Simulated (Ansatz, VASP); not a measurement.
# Two plane-wave programs on Al

```
CELL_PARAMETERS angstrom
0.00000 2.05434 2.08470
2.05434 0.00000 2.08470
2.05434 2.05434 0.00000
ATOMIC_POSITIONS crystal
Al 0.00000 0.00000 0.00000
```

Change from the starting cell: strain +0.015 along x and y, +0.030 along z, atoms carried along.

Alike in both runs: task single point; functional PBE; dispersion D3(BJ); k mesh 20 × 20 × 20; occupations gaussian, width 0.15 eV; no spin polarisation.

```csv
,VASP,Ansatz
version,VASP 6.6.1,Ansatz 0.2.0
potentials or method,"VASP PAW PBE potentials, release 64 (Al)","scalar-relativistic, plane waves, PAW"
plane-wave cutoff (eV),520,420
valence electrons in the cell,3,3
```

|  | VASP | Ansatz | Ansatz less VASP |
| --- | --- | --- | --- |
| gap on the k mesh at the Fermi level (eV) | none | none | - |
| pressure (GPa) | -7.3 | -7.2 | +0.03 |
| largest component of the traceless stress (GPa) | 0.35 | 0.36 | +0.005 |

A gap of «none» marks a metal or a gap that the smearing closes.

Caveats: pairwise dispersion overbinds metals, which lowers pressure and volume.
